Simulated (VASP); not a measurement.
Molecule: SH2, in a box.

```
CELL_PARAMETERS angstrom
12.32557 0.00000 0.00000
0.00000 12.82557 0.00000
0.00000 0.00000 13.32557
ATOMIC_POSITIONS crystal
S 0.52404 0.50828 0.45999
H 0.51025 0.42954 0.52601
H 0.46399 0.57356 0.51684
```

Base run:

```yaml
Program: VASP 6.6.1
Functional: PBE
Potentials_or_basis: VASP PAW PBE potentials, release 64 (S, H)
Cutoff: 400 eV
k_mesh: 1 × 1 × 1
Occupations: gaussian, width 0.01 eV
Spin: no spin polarisation
```

Its results: gap between the frontier levels 5.37 eV; largest force 0.012 eV/Å.

Task: After a change of settings the same cell gave: gap between the frontier levels 6.20 eV; largest force 0.370 eV/Å. Which change was it?
A. functional from PBE to RPBE; dispersion from none to D3(BJ)
B. functional from PBE to r2SCAN; dispersion from none to rVV10
C. functional from PBE to RPBE

Result: B.

Caveats: the PAW data sets were made with another functional, which shifts forces and pressure a little (some runs).
